**One PbS cell in eight programs: what moves the gap, and how far to trust it**

This note concerns the PBE band gap of rock-salt lead sulfide, computed without spin-orbit coupling on one fixed cell. The gap is the smallest distance from an occupied to an empty level over all sampled k points, and the direct gap is the smallest such distance at one and the same k point. The last column is each gap less 0.370 eV, the ABACUS value. This is the upper of the two middle values and not the true median of the eight rows, which is 0.3645 eV.

Kohn-Sham DFT band gaps of rock-salt PbS (2-atom cell, 26.09 Å³/atom) with the PBE functional, without spin polarisation or spin-orbit coupling. All runs use the same fixed cell, an 8×8×8 k mesh and Fermi-Dirac smearing of 0.05 eV. Gaps are taken on the k mesh, and energies in the basis column are plane-wave cutoffs.

| program | potentials | basis | gap (eV) | direct gap (eV) | gap less the median of the rows (eV) |
| --- | --- | --- | --- | --- | --- |
| GPAW | GPAW PAW data sets (gpaw data 1.2.1) | 600 eV | 0.308 | 0.308 | -0.062 |
| Ansatz | Ansatz PAW | 420 eV | 0.357 | 0.357 | -0.013 |
| PySCF | DZVP MOLOPT SR/GTH PBE | default | 0.359 | 0.359 | -0.011 |
| ABINIT | JTH PAW PBE v2.0 | 599 eV | 0.359 | 0.359 | -0.011 |
| ABACUS | PseudoDojo NC SR 0.4.1 PBE standard | 857 eV | 0.370 | 0.370 | 0.000 |
| Quantum ESPRESSO | SSSP 1.3 efficiency PBE | 748 eV | 0.372 | 0.372 | 0.002 |
| SIESTA | PseudoDojo 0.4 standard NC | DZP | 0.416 | 0.416 | 0.046 |
| Octopus | pseudodojo_pbe | default | 1.980 | 1.980 | 1.610 |

**1. Which digits of the gap can be trusted?**

Five rows (Ansatz, PySCF, ABINIT, ABACUS, Quantum ESPRESSO) lie within 0.015 eV of each other, which is 4 % of the ABACUS gap. GPAW falls below this group and SIESTA above it, and with them the span grows to 0.108 eV. Octopus gives more than five times the ABACUS value and is set apart, for reasons given under question 5. The second decimal is therefore already a property of the potentials and the basis, and the order within the close group shouldn't be read as physics.

A narrow gap turns a small absolute error into a large relative one. Over the seven usable rows the span is 29 % of the ABACUS gap, before any error of PBE itself is counted.

**2. Where is the gap, and did the mesh catch it?**

Gap and direct gap agree in every row, so both band edges sit at the same k point. The smearing entropy TS of the runs tells how many such points there are. With the Fermi level midgap, as it is in the seven usable runs, only the two edge levels are noticeably partly filled. For smearing width σ, N edge points among the 8³ = 512 of the mesh, two spins and two bands:

f = 1/(exp(gap/2σ) + 1),  s = −[f ln f + (1 − f) ln(1 − f)],  TS = σ · s · 2 · 2 · N/512

For ABACUS, with N = 4:

gap/2σ = 0.370/0.10 = 3.70,  f = 1/(40.4 + 1) = 0.0241,  s = 0.090 + 0.024 = 0.114

TS = 0.05 eV × 0.114 × 16/512 = 0.178 meV

The run itself gives 0.178 meV. Turned round, the estimate, which has no adjustable constant, yields N between 3.99 and 4.02 in six rows and 3.87 for SIESTA, whose TS has only two figures. The entropy formula is part of the calculation, so the agreement tests only the count N, strictly the number of points times the degeneracy of the edge. The row-by-row values of this count stand in the output after the text.

Four points with single levels is what the L points of the face-centred cubic zone give, whereas X would give three and the zone centre Γ one. That agrees with the standard picture of the lead salts, so the mesh contains the band edge in these seven rows. The same count shows the smearing to be harmless, as fewer than 0.001 electron per cell crosses the gap.

**3. Which edge moves when the gap changes?**

Raw band-edge energies can't be compared, because each program has its own zero of energy. The levels at Γ supply internal references: a single level about 6 eV below the valence top, a threefold level about 2 eV below it, and an empty level about 5 eV above. Going by degeneracy and the known band structure, the first two are mainly Pb 6s and S 3p. Of the empty level only two states are listed, so its full degeneracy and character stay open, and it serves as a reference only. Let V and C be the heights of the valence top and the conduction bottom above the triplet, and D the spacing from singlet to triplet.

Among the five plane-wave rows (GPAW, Ansatz, ABINIT, ABACUS, Quantum ESPRESSO) V spans 0.062 eV and C only 0.009 eV. Measured from the triplet, the conduction edge stays put and the valence top carries the change. The empty Γ level serves as a control, and for GPAW it confirms this: against ABACUS, the valence top rises by 0.060 eV on one reference and 0.067 eV on the other, while the conduction edge hardly shifts on either. For Ansatz and ABINIT it doesn't. Counted from the empty level, their slightly smaller gaps come mostly from a lower conduction edge, so shifts of about 0.01 eV can't be assigned to one edge.

For SIESTA, too, the answer depends on the reference. Its wider gap comes from the valence top if one counts from the triplet, but two thirds of it comes from the conduction edge if one counts from the empty level. PySCF's slightly smaller gap comes from a lower conduction edge on both references, but the valence top falls by 0.046 eV on the first and stays put on the second. In both rows the Γ levels have moved against each other, so they don't fix how far each edge has shifted.

**4. Why does the valence top respond to the Pb 6s level?**

The argument is one of symmetry. Divalent lead keeps a filled 6s level a few eV below the S 3p band. At Γ the six sulfur neighbours of a lead atom are in phase, the p lobes facing it from opposite sides have opposite sign, and their overlap with 6s cancels. At L opposite neighbours carry opposite Bloch phases, the lobes add, and 6s and 3p mix. The antibonding partner is pushed up by about t²/Δ, where t is the coupling and Δ the spacing of the two levels, and it becomes the valence top. The conduction bottom at L is mainly Pb 6p, of the other parity, so 6s can't push it.

A 6s level that lies closer to the 3p band thus narrows the gap, and D is a stand-in for Δ. The numbers fit in direction: V falls in every step as D rises, and GPAW has both the smallest D (3.793 eV) and the smallest gap. The gap rises with D too, with PySCF as the one row out of order. From GPAW to Quantum ESPRESSO it gains 0.064 eV for 0.089 eV in D.

This is support and not a proof. The product V·D stays between 8.38 and 8.42 eV² in the seven rows, but this doesn't confirm a 1/Δ law. The form t²/Δ holds for weak mixing only, and V is more than half of D. In a full two-level model the upper level follows a shift of the lower one by less than half, whereas from GPAW to Quantum ESPRESSO V changes by 0.062 eV for 0.089 eV in D, so the 6s position as read from D doesn't explain the whole size. V and D also share the triplet, and a shift of that level alone raises one and lowers the other. The empty Γ level helps to tell the two cases apart. Counted from it and against ABACUS, GPAW's singlet lies 0.092 eV higher and its triplet only 0.007 eV higher, which points to the 6s level as the one that has moved. In Ansatz and ABINIT the triplet moves more than the singlet, so their place in the order is no evidence for the mechanism. V also contains the ordinary width of the 3p band. Whether GPAW's smaller D comes from its data set or its cutoff is untested, and a run at a higher cutoff would test the second.

**5. Is the Octopus gap a different answer or a faulty one?**

It is faulty. A mesh that skipped L would inflate the gap but leave the spacing of two levels at Γ alone, and here D is 7.255 eV against at most 3.987 eV elsewhere. The free energy lies 3.17 eV above that of ABACUS, which uses the same family of potentials. The electronic structure itself differs from that of all other rows.

The row does follow the mechanism in direction. With the singlet far too deep, V drops to 0.694 eV, and on both references the valence top accounts for most or all of the excess gap. The size is not reproduced, for the 1/Δ scaling would give 8.38/7.255 = 1.16 eV. A different place of the band edges isn't the reason. The smearing entropy of this row is zero to the printed digits and allows no count of points, but the k points and eigenvalues listed by the run put both edges at L, at a point of weight 4/512. The root cause is untested; the real-space grid and the potential files are the things to check before the number is used at all.

**6. What do basis and frozen core contribute?**

SIESTA and ABACUS both use PseudoDojo norm-conserving potentials, so their difference bears mainly on the basis. SIESTA lies 0.42 eV higher in energy and 0.74 GPa higher in pressure, and its gap is 0.046 eV wider. A higher energy is what the variational principle predicts for an incomplete basis, which makes the double-zeta-plus-polarisation (DZP) set the likely cause, though no larger basis has been run against it.

PySCF treats 4 electrons of lead as valence and leaves 5d in the core, where the other rows carry 14. Its gap equals that of ABINIT to the last digit, yet its triplet lies 0.060 eV closer to the valence top and its D is 0.091 eV larger. Core and Gaussian basis change together in this row, so their shares can't be told apart. All rows rest on pseudopotentials or PAW data sets, so their agreement measures consistency among these and not the distance from a full all-electron result. In practice a potential or basis for PbS should be accepted on D and V as well as on the gap.

**7. What would change with spin-orbit coupling, volume or cation?**

Spin-orbit coupling is the largest omission. It splits Pb 6p and lowers the component that forms the conduction bottom, which is known to cut the gap by some tenths of an eV, more than the span of the seven rows. In PBE so little may then be left that the gap nearly closes, or that the two edges at L change places. The measured gap is roughly 0.3 to 0.4 eV (a recalled size, rising with temperature), so the closeness of these static-lattice values to it is a cancellation between PBE's usual underestimate and the absent coupling.

The cell is also compressed at this level of theory, by 1.99 to 2.28 GPa in the plane-wave rows. By the argument of question 4, longer Pb–S bonds weaken t and lower the valence top, so relaxing the cell should widen the gap as computed here, without the coupling. Each program would relax to a slightly different volume, and gaps should therefore be compared on one shared cell, as here.

A rock-salt sulfide of an alkaline-earth metal makes the contrast. Its cation has no filled s level just under the S 3p band, so the valence top isn't pushed up at L and sits at Γ. The gap is wide, in part for this reason. There a few hundredths of an eV between programs would be a small share of the gap. In a lead chalcogenide the gap is a small remainder left by the s–p push, and the position of the 6s level is worth checking in any new setup, along with the effect of spin-orbit coupling.

Printed output of the fit:

```
Rounding: 0.0005 eV per value, about 0.001 eV per difference
Gap, 8 rows: mean 0.565, median 0.3645 eV; last column counted from 0.370 eV
Gap without Octopus: mean 0.363, median 0.359 eV
Gap span, five close rows: 0.015 eV = 4 % of the ABACUS gap
Gap span, five PW-basis rows: 0.064 eV = 17 % of the ABACUS gap
Gap span, seven rows: 0.108 eV = 29 % of the ABACUS gap
Octopus gap / ABACUS gap = 5.35
Row: gap, singlet-triplet D, valence top V and conduction bottom C over triplet, upper-triplet (eV), V*D (eV^2)
  GPAW               0.308  3.793  2.221  2.529  7.365   8.42
  Ansatz             0.357  3.851  2.181  2.538  7.391   8.40
  ABINIT             0.359  3.869  2.175  2.534  7.382   8.42
  ABACUS             0.370  3.878  2.161  2.531  7.372   8.38
  Quantum ESPRESSO   0.372  3.882  2.159  2.531  7.372   8.38
  PySCF              0.359  3.960  2.115  2.474  7.325   8.38
  SIESTA             0.416  3.987  2.109  2.525  7.335   8.41
  Octopus            1.980  7.255  0.694  2.674  7.693   5.03
Spans, PW-basis rows: D 0.089, V 0.062, C 0.009 eV
Spans, seven rows: D 0.194, V 0.112, C 0.064 eV
Shift against ABACUS (eV): gap | valence, conduction edge from triplet | same from upper level
  GPAW     -0.062 | +0.060 -0.002 | +0.067 +0.005
  PySCF    -0.011 | -0.046 -0.057 | +0.001 -0.010
  SIESTA   +0.046 | -0.052 -0.006 | -0.015 +0.031
  Octopus  +1.610 | -1.467 +0.143 | -1.788 -0.178
Gap change / D change, GPAW to Quantum ESPRESSO: +0.064/+0.089 = 0.72
Gap change / D change, ABACUS to SIESTA: +0.046/+0.109 = 0.42
Gap change / D change, ABACUS to Octopus: +1.610/+3.377 = 0.48
PySCF less ABINIT: gap +0.000, triplet +0.060, D +0.091 eV
Edge occupation f, TS estimated for 4 of 512 k points, TS of run (meV), implied number of points
  GPAW              f 0.0439  0.282  0.282  N 4.00  excited 6.9e-04 e/cell
  Ansatz            f 0.0274  0.196  0.196  N 3.99  excited 4.3e-04 e/cell
  PySCF             f 0.0269  0.193  0.193  N 4.00  excited 4.2e-04 e/cell
  ABINIT            f 0.0269  0.193  0.194  N 4.01  excited 4.2e-04 e/cell
  ABACUS            f 0.0241  0.178  0.178  N 4.02  excited 3.8e-04 e/cell
  Quantum ESPRESSO  f 0.0237  0.175  0.175  N 4.00  excited 3.7e-04 e/cell
  SIESTA            f 0.0154  0.124  0.120  N 3.87  excited 2.4e-04 e/cell
  (SIESTA TS known to about 0.01 meV only; Octopus TS is zero to the printed digits)
Free energy over ABACUS: SIESTA 0.42 eV, Octopus 3.17 eV
Pressure: PW-basis rows 1.99 to 2.28 GPa; SIESTA less ABACUS +0.74 GPa
Wavelength hc/gap (um): GPAW 4.03, Ansatz 3.47, ABACUS 3.35, Quantum ESPRESSO 3.33, SIESTA 2.98
Ratio of exp(-gap/2kT) at 300 K: five close rows 1.34, seven rows 8.1
```
